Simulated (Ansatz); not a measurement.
# MgO: the cost of one run

Program: Ansatz 0.2.0. Level of theory: DFT PBEsol, scalar-relativistic, plane waves, PAW. These are calculated values, not measurements.

**1. The structure to begin with**

Symmetry: P6_3/mmc, No. 194, hexagonal system. The conventional cell has a = 3.486 Å, b = 3.486 Å, c = 4.178 Å, α = 90.00°, β = 90.00°, γ = 120.00°. Mg (site symmetry -6m2) has 5 O at 2.01 to 2.09 Å as nearest neighbours. O (site symmetry -6m2) has 5 Mg at 2.01 to 2.09 Å as nearest neighbours.

Structure file:

```
CELL_PARAMETERS angstrom
3.48638 0.00000 0.00000
-1.74319 3.01929 0.00000
0.00000 0.00000 4.17804
ATOMIC_POSITIONS crystal
Mg 0.66667 0.33333 0.75000
Mg 0.33333 0.66667 0.25000
O 0.66667 0.33333 0.25000
O 0.33333 0.66667 0.75000
```

The structure comes from the Materials Project (structure only).

**2. A first look at the start**

Input file input.yaml:

```yaml
crystal:
  lattice:
    - [3.4863778627, 0.0, 0.0]
    - [-1.7431889314, 3.0192917963, 0.0]
    - [0.0, 0.0, 4.17804122]
  atoms:
    - { symbol: Mg, position: [0.66666667, 0.33333333, 0.75] }
    - { symbol: Mg, position: [0.33333333, 0.66666667, 0.25] }
    - { symbol: O, position: [0.66666667, 0.33333333, 0.25] }
    - { symbol: O, position: [0.33333333, 0.66666667, 0.75] }
basis:
  ecutwfc: 350.0
kpoints:
  mp_grid: { grid: [6, 6, 4] }
hamiltonian:
  xc: pbesol
scf:
  occupations: { method: gaussian, width: 0.1 }
output:
  forces: true
  stress: true
  eigenvalues: true
```

On the command line:

```
ansatz run input.yaml --threads 1 --pin off --max-ram 2560MiB --backend cpu --events-out ev --progress --plain --runs-dir out
```

What time and memory should one allow on 1 thread of Intel Xeon Platinum 8259CL at 2.50GHz (Skylake/Cascade Lake), shared host?

About 1 s, with a peak of 0.34 GiB.
